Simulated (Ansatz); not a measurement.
# AlAs: the cost of one run

Computed with Ansatz 0.2.0 (DFT PBEsol, scalar-relativistic, plane waves, PAW, unless a step's input says otherwise).

1 further run of the same task is left out (it didn't finish).

**1. Starting point**

The structure is cubic, space group F-43m (No. 216). Conventional cell: a = 5.675 Å, b = 5.675 Å, c = 5.675 Å, α = 90.00°, β = 90.00°, γ = 90.00°. Al (site symmetry -43m) is surrounded by 4 As at 2.46 Å. As (site symmetry -43m) has 4 Al at 2.46 Å as nearest neighbours.

Structure file:

```
CELL_PARAMETERS angstrom
0.00000 2.83730 2.83730
2.83730 0.00000 2.83730
2.83730 2.83730 0.00000
ATOMIC_POSITIONS crystal
Al 0.00000 0.00000 0.00000
As 0.75000 0.75000 0.75000
```

This cell was relaxed beforehand with the same method: volume 22.84 Å³/atom, gap on the mesh 1.34 eV.

**2. The bulk in the plane's own cell**

To let mesh errors cancel, the bulk is computed in a cell built on the (110) plane.

input.yaml reads:

```yaml
crystal:
  lattice:
    - [4.0125456527, 0.0, 0.0]
    - [0.0, 5.6745964817, 0.0]
    - [0.0, 0.0, 4.0125456527]
  atoms:
    - { symbol: Al, position: [0.0, 0.0, 0.0] }
    - { symbol: As, position: [1.0, 0.75, 0.5] }
    - { symbol: Al, position: [0.5, 0.5, 0.5] }
    - { symbol: As, position: [0.5, 0.25, 1.0] }
basis:
  ecutwfc: 420
kpoints:
  mp_grid: { grid: [8, 6, 8] }
hamiltonian:
  xc: pbesol
scf:
  occupations: { method: gaussian, width: 0.05 }
output:
  forces: true
  stress: true
  eigenvalues: true
```

On the command line:

```
$ ansatz run input.yaml --threads 2 --pin off --max-ram 5120MiB --backend cpu --events-out ev --progress --plain --runs-dir out
```

**Question.** How long does this run take on 2 threads of Intel Xeon Platinum 8488C (Sapphire Rapids), shared host, and how much memory does it need?

About 3.5 s, with a peak of 0.44 GiB.
